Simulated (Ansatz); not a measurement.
**Cu in Ansatz: the effect of functional**

Cu:

```xyz
2
Lattice="2.5509 0.0000 0.0000 -1.2754 2.2091 0.0000 0.0000 0.0000 4.1398" Properties=species:S:1:pos:R:3 pbc="T T T"
Cu    1.2754    0.7364    3.1049
Cu    0.0000    1.4728    1.0350
```

This isn't the form of Cu at room conditions, which is fcc.

The cell isn't the ideal one: volume scaled by 1.02.

Alike in all runs:

- Program: Ansatz 0.2.0
- Task: single point
- Potentials or basis: Ansatz PAW
- k mesh: 12 × 12 × 7
- Occupations: fermi-dirac, width 0.05 eV
- Spin: no spin polarisation

```tsv
functional	cutoff	pressure (GPa)
LDA	420 eV (not typed: the program's choice for these potentials)	-10.6
PBEsol	420 eV (not typed: the program's choice for these potentials)	?
r2SCAN	500 eV (not typed: the program's choice for these potentials)	-2.7
```

Task: What does the run with functional PBEsol give?

Result: Pressure -4.4 GPa.

Caveats: the PAW data sets come from PBE, with cores solved anew for the run's functional, which leaves a small shift of forces and pressure.
